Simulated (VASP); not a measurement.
# TiS2 (P-3m1) in VASP: further runs, part 2 of 2

VASP 6.6.1. Earlier steps stand in the parts before.

## Step 3: Phonons, PBE+D3(BJ)

Input file POSCAR:

```
TiS2
1.0
    3.3584555309      0.0000000000      0.0000000000
   -1.6792277655      2.9085078073      0.0000000000
    0.0000000000      0.0000000000      5.5230876144
  Ti              S
     1     2
Direct
     0.0000000000000000    0.0000000000000000    0.0000000000000000
     0.3333333332999970    0.6666666667000030    0.2587672919672883
     0.6666666667000030    0.3333333332999970    0.7412327080327117
```

Input file INCAR.step1:

```
ALGO = Normal
EDIFF = 1E-8
EDIFFG = -0.002
ENCUT = 600
GGA = PE
IBRION = 2
ISIF = 3
ISMEAR = 1
IVDW = 12
KPAR = 2
LASPH = T
LCHARG = F
LREAL = F
LWAVE = F
NELM = 80
NSW = 40
PREC = Accurate
SIGMA = 0.2
```

Input file INCAR.step2:

```
ALGO = Normal
EDIFF = 1E-8
ENCUT = 600
GGA = PE
IBRION = 6
ISIF = 2
ISMEAR = 1
IVDW = 12
KPAR = 2
LASPH = T
LCHARG = F
LREAL = F
LWAVE = F
NELM = 80
NFREE = 2
NSW = 1
POTIM = 0.015
PREC = Accurate
SIGMA = 0.2
```

Input file KPOINTS:

```
k-points
0
Gamma
  21 21 10
```

Potentials or basis: VASP PAW PBE potentials, release 64 (Ti_sv, S).

On the command line:

```console
cat potpaw_PBE.64/Ti_sv/POTCAR potpaw_PBE.64/S/POTCAR > POTCAR
cp INCAR.step1 INCAR
mpirun -np 2 vasp_std > vasp.out
cp CONTCAR POSCAR
cp INCAR.step2 INCAR
mpirun -np 2 vasp_std > vasp.out
```

OUTCAR:

```text
EDIFF = 1E-8
   ENCUT = 600
   GGA = PE
   IBRION = 6
   ISIF = 2
   ISMEAR = 1
   IVDW = 12
   LASPH = T
   LREAL = F
   NELM = 80
   NFREE = 2
   NSW = 1
   POTIM = 0.015
   PREC = Accurate
 IVDW          = 12

 ion  position               nearest neighbor table
   1  0.000  0.000  0.000-   2 2.41   3 2.41   3 2.41   2 2.41   3 2.41   2 2.41
   2  0.333  0.667  0.259-   1 2.41   1 2.41   1 2.41
   3  0.667  0.333  0.741-   1 2.41   1 2.41   1 2.41

  LATTYP: Found a hexagonal cell.
 ALAT       =     3.3597852547
 C/A-ratio  =     1.6440191293

  Lattice vectors:

 A1 = (   3.3597852547,  -0.0000000000,   0.0000000000)
 A2 = (  -1.6798926274,   2.9096593819,   0.0000000000)
 A3 = (   0.0000000000,   0.0000000000,   5.5235512291)

Analysis of symmetry for initial positions (statically):
=====================================================================
 Subroutine PRICEL returns:
 Original cell was already a primitive cell.

 Routine SETGRP: Setting up the symmetry group for a
 hexagonal supercell.

 Subroutine GETGRP returns: Found 12 space group operations
 (whereof 12 operations were pure point group operations)
 out of a pool of 24 trial point group operations.

The static configuration has the point symmetry D_3d.

Analysis of symmetry for dynamics (positions and initial velocities):
=====================================================================
 Subroutine PRICEL returns:
 Original cell was already a primitive cell.

 Routine SETGRP: Setting up the symmetry group for a
 hexagonal supercell.

 Subroutine GETGRP returns: Found 12 space group operations
 (whereof 12 operations were pure point group operations)
 out of a pool of 24 trial point group operations.

[... 480 lines left out ...]

 number of electron      24.0000000 magnetization

 Free energy of the ion-electron system (eV)
  ---------------------------------------------------
  ext. energy  EPLUGINS =         0.00000000
  ---------------------------------------------------
  free energy    TOTEN  =       -19.87450568 eV

  energy without entropy =      -19.87645176  energy(sigma->0) =      -19.87515437

 E-fermi :   6.1313     XC(G=0): -10.4294

 val. band max:        6.1300132569   @ k =   0.0000   0.0000   0.3000
 cond. band min:       6.1327368784   @ k =  -0.0000   0.3810   0.4000
 fundamental gap:      0.0027236215
 Fermi energy:         6.1312698395

 k-point     1 :       0.0000    0.0000    0.0000
  band No.  band energies     occupation
      1     -51.4087      2.00000
      2     -27.6466      2.00000
      3     -27.5932      2.00000
      4     -27.5932      2.00000
      5      -7.8941      2.00000
      6      -5.9870      2.00000
[... 433 lines left out ...]
      3     -27.6311      2.00000
      4     -27.6138      2.00000
      5      -7.1592      2.00000
      6      -5.8606      2.00000
[... 8 lines left out ...]
     15       7.8719     -0.00000
     16       9.3038     -0.00000

 [... further k-points ...]

------------------------ aborting loop because EDIFF is reached ----------------------------------------

 Edisp (eV)   -1.22898

 E8    (eV) :    -0.4982
[... 26 lines left out ...]
  FREE ENERGIE OF THE ION-ELECTRON SYSTEM (eV)
  ---------------------------------------------------
  free  energy   TOTEN  =       -21.1034849651 eV

  energy  without entropy=      -21.1054310370  energy(sigma->0) =      -21.10413366

 INTERNAL STRAIN TENSORS FROM DISPLACED ATOMS
 ============================================

 INTERNAL STRAIN TENSOR FOR ION    1 for displacements in x,y,z  (eV/Angst):
          X           Y           Z          XY          YZ          ZX
  --------------------------------------------------------------------------------
  x     0.00000     0.00000     0.00000     0.00000     0.00000     0.00000
  y     0.00000     0.00000     0.00000     0.00000     0.00000     0.00000
  z     0.00000     0.00000     0.00000     0.00000     0.00000     0.00000

 INTERNAL STRAIN TENSOR FOR ION    3 for displacements in x,y,z  (eV/Angst):
          X           Y           Z          XY          YZ          ZX
  --------------------------------------------------------------------------------
  x     0.00000    -0.00000    -0.00000    -2.65433    -0.00000     9.09269
  y    -2.65433     2.65433    -0.00000    -0.00000     9.09270    -0.00000
  z     8.87997     8.87997    16.34029    -0.00000    -0.00000     0.00000

 Eigenvectors and eigenvalues of the dynamical matrix
 ----------------------------------------------------

   1 f  =   11.424585 THz    71.782786 2PiTHz  381.083144 cm-1    47.248267 meV
             X         Y         Z           dx          dy          dz
      0.000000  0.000000  0.000000     0.000000    0.000000   -0.756721
     -0.000000  1.939773  1.428264     0.000000    0.000000    0.462263
      1.679893  0.969886  4.095287    -0.000000   -0.000000    0.462263
[... 43 lines left out ...]
   9 f/i=    0.001940 THz     0.012193 2PiTHz    0.064728 cm-1     0.008025 meV
             X         Y         Z           dx          dy          dz
      0.000000  0.000000  0.000000     0.633678    0.159703   -0.000000
     -0.000000  1.939773  1.428264     0.519003    0.130802   -0.000000
      1.679893  0.969886  4.095287     0.519003    0.130802   -0.000000

 ELASTIC MODULI CONTR FROM IONIC RELAXATION (kBar)
 Direction    XX          YY          ZZ          XY          YZ          ZX
 --------------------------------------------------------------------------------
 XX        -400.5258   -280.5508   -626.6347      0.0000    205.4934     -0.0000
 YY        -280.5508   -400.5258   -626.6347      0.0000   -205.4934      0.0000
 ZZ        -626.6347   -626.6347  -1153.0891      0.0000     -0.0000      0.0000
 XY           0.0000      0.0000      0.0000    -59.9875      0.0000    205.4933
 YZ         205.4934   -205.4934     -0.0000      0.0000   -703.9389      0.0000
 ZX          -0.0000      0.0000      0.0000    205.4933      0.0000   -703.9379
 --------------------------------------------------------------------------------
```

OSZICAR.step1:

```text
N       E                     dE             d eps       ncg     rms          rms(c)
DAV:   1     0.221869754894E+03    0.22187E+03   -0.13004E+04 13952   0.170E+03
[... 80 lines left out ...]
DAV:   1    -0.198754442583E+02   -0.19528E-03   -0.26907E-04 15768   0.174E-01    0.220E-02
DAV:   2    -0.198754442348E+02    0.23462E-07   -0.13430E-04 17864   0.996E-02    0.183E-02
DAV:   3    -0.198754389650E+02    0.52698E-05   -0.47386E-05 18784   0.491E-02    0.517E-03
DAV:   4    -0.198754385961E+02    0.36883E-06   -0.33318E-06 18632   0.158E-02    0.264E-03
DAV:   5    -0.198754384780E+02    0.11810E-06   -0.20631E-07 17456   0.406E-03    0.123E-03
DAV:   6    -0.198754384033E+02    0.74724E-07   -0.77564E-08 20544   0.147E-03    0.764E-04
DAV:   7    -0.198754383137E+02    0.89661E-07   -0.14769E-08 12408   0.113E-03    0.282E-04
DAV:   8    -0.198754383189E+02   -0.52573E-08   -0.32930E-09  7536   0.432E-04
   8 F= -.21104657E+02 E0= -.21105287E+02  d E =-.209475E-05
```

It took 61 min on 2 MPI ranks of Intel Xeon Platinum 8375C at 2.90GHz (Ice Lake), shared host; peak memory 3.2 GiB.

What came out:

```
Relaxed volume                                          : 18.00 Å³/atom
Relaxed cell                                            : a = 3.360 Å, b = 3.360 Å, c = 5.524 Å, α = 90.00°, β = 90.00°, γ = 120.00°
Space group after relaxing (to 0.05 Å)                  : P-3m1 (No. 164)
Highest phonon frequency at Γ, LO-TO splitting left out : 381 cm⁻¹
Dispersion energy per atom                              : -0.410 eV
```

Final structure:
```cif
data_structure
_symmetry_space_group_name_H-M 'P 1'
_symmetry_Int_Tables_number 1
_cell_length_a 3.3598
_cell_length_b 3.3598
_cell_length_c 5.5236
_cell_angle_alpha 90.000
_cell_angle_beta 90.000
_cell_angle_gamma 120.000
_cell_volume 54.00
loop_
_atom_site_label
_atom_site_type_symbol
_atom_site_fract_x
_atom_site_fract_y
_atom_site_fract_z
_atom_site_occupancy
Ti1 Ti 0.00000 0.00000 0.00000 1
S1 S 0.33333 0.66667 0.25858 1
S2 S 0.66667 0.33333 0.74142 1
```

Phonon frequencies in cm⁻¹ (negative: imaginary):
```
              q point                    frequencies
(0.000, 0.000, 0.000)  0 0 0 160 160 243 243 341 381
```

## Step 4: Phonons, LDA

This run uses another cell than the first one, of 17.27 Å³/atom, 0.960 times its volume.

Input file POSCAR:

```
TiS2
1.0
    3.3129192753     -0.0000000000     -0.0000000000
   -1.6564596376      2.8690722531      0.0000000000
   -0.0000000000     -0.0000000000      5.4495254527
  Ti              S
     1     2
Direct
     0.0000000000000000    1.0000000000000000    1.0000000000000000
     0.3333333332999970    0.6666666667000030    0.2612541338422467
     0.6666666667000030    0.3333333332999970    0.7387458661577533
```

Input file INCAR.step1:

```
PREC = Accurate
ENCUT = 600
EDIFF = 1E-8
ISMEAR = 1
SIGMA = 0.2
LREAL = False
LASPH = True
NELM = 80
ALGO = Normal
ISIF = 3
LWAVE = False
LCHARG = False
KPAR = 2
IBRION = 2
NSW = 40
EDIFFG = -0.002
```

Input file INCAR.step2:

```
PREC = Accurate
ENCUT = 600
EDIFF = 1E-8
ISMEAR = 1
SIGMA = 0.2
LREAL = False
LASPH = True
NELM = 80
ALGO = Normal
ISIF = 2
LWAVE = False
LCHARG = False
KPAR = 2
IBRION = 6
NFREE = 2
POTIM = 0.015
NSW = 1
```

Input file KPOINTS:

```
Automatic mesh
0
Gamma
  21 21 10
```

Potentials or basis: VASP PAW LDA potentials, release 64 (Ti_sv, S).

On the command line:

```console
cat potpaw_LDA.64/Ti_sv/POTCAR potpaw_LDA.64/S/POTCAR > POTCAR
cp INCAR.step1 INCAR
mpirun -np 2 vasp_std > vasp.out
cp CONTCAR POSCAR
cp INCAR.step2 INCAR
mpirun -np 2 vasp_std > vasp.out
```

OUTCAR:

```text
PREC = Accurate
   ENCUT = 600
   EDIFF = 1E-8
   ISMEAR = 1
   LREAL = False
   LASPH = True
   NELM = 80
   ISIF = 2
   IBRION = 6
   NFREE = 2
   POTIM = 0.015
   NSW = 1

 ion  position               nearest neighbor table
   1  0.000  0.000  0.000-   2 2.38   3 2.38   2 2.38   3 2.38   3 2.38   2 2.38
   2  0.333  0.667  0.261-   1 2.38   1 2.38   1 2.38
   3  0.667  0.333  0.739-   1 2.38   1 2.38   1 2.38

  LATTYP: Found a hexagonal cell.
[... 1001 lines left out ...]
  z     0.00000     0.00000     0.00000     0.00000     0.00000     0.00000

 INTERNAL STRAIN TENSOR FOR ION    3 for displacements in x,y,z  (eV/Angst):
          X           Y           Z          XY          YZ          ZX
  --------------------------------------------------------------------------------
  x    -0.00000     0.00000     0.00000    -2.93916     0.00000     9.37460
  y    -2.93916     2.93916     0.00000     0.00000     9.37460     0.00000
  z     9.21970     9.21970    16.70132     0.00000     0.00000    -0.00000

 Eigenvectors and eigenvalues of the dynamical matrix
 ----------------------------------------------------

   1 f  =   11.631068 THz    73.080158 2PiTHz  387.970681 cm-1    48.102212 meV
             X         Y         Z           dx          dy          dz
      0.000000  0.000000  0.000000     0.000000   -0.000000   -0.756841
     -0.000000  1.914144  1.422032     0.000000   -0.000000    0.462164
      1.657698  0.957072  4.022874    -0.000000    0.000000    0.462164
[... 43 lines left out ...]
   9 f/i=    0.006921 THz     0.043483 2PiTHz    0.230846 cm-1     0.028621 meV
             X         Y         Z           dx          dy          dz
      0.000000  0.000000  0.000000    -0.379973   -0.530895   -0.000000
     -0.000000  1.914144  1.422032    -0.311735   -0.435553   -0.000000
      1.657698  0.957072  4.022874    -0.311735   -0.435553   -0.000000

 ELASTIC MODULI CONTR FROM IONIC RELAXATION (kBar)
 Direction    XX          YY          ZZ          XY          YZ          ZX
 --------------------------------------------------------------------------------
 XX        -453.8624   -305.8876   -688.1365     -0.0000    235.9864      0.0000
 YY        -305.8876   -453.8624   -688.1365     -0.0000   -235.9864     -0.0000
 ZZ        -688.1365   -688.1365  -1246.5464     -0.0000     -0.0000     -0.0000
 XY          -0.0000     -0.0000     -0.0000    -73.9874     -0.0000    235.9864
 YZ         235.9864   -235.9864     -0.0000     -0.0000   -752.6902     -0.0000
 ZX           0.0000     -0.0000     -0.0000    235.9864     -0.0000   -752.6900
 --------------------------------------------------------------------------------
```

It took 40 min on 2 MPI ranks of AMD EPYC 9R45 (Zen 5), shared host; peak memory 3.1 GiB.

What came out:

| Quantity | Value |
| --- | --- |
| Relaxed volume | 17.28 Å³/atom |
| Relaxed cell | a = 3.315 Å, b = 3.315 Å, c = 5.445 Å, α = 90.00°, β = 90.00°, γ = 120.00° |
| Space group after relaxing (to 0.05 Å) | P-3m1 (No. 164) |
| Highest phonon frequency at Γ, LO-TO splitting left out | 388 cm⁻¹ |

Final structure:
```cif
data_structure
_symmetry_space_group_name_H-M 'P 1'
_symmetry_Int_Tables_number 1
_cell_length_a 3.3154
_cell_length_b 3.3154
_cell_length_c 5.4449
_cell_angle_alpha 90.000
_cell_angle_beta 90.000
_cell_angle_gamma 120.000
_cell_volume 51.83
loop_
_atom_site_label
_atom_site_type_symbol
_atom_site_fract_x
_atom_site_fract_y
_atom_site_fract_z
_atom_site_occupancy
Ti1 Ti 0.00000 0.00000 0.00000 1
S1 S 0.33333 0.66667 0.26117 1
S2 S 0.66667 0.33333 0.73883 1
```

Phonon frequencies in cm⁻¹ (negative: imaginary):
```tsv
q point	frequencies
(0.000, 0.000, 0.000)	0 0 0 186 186 247 247 343 388
```
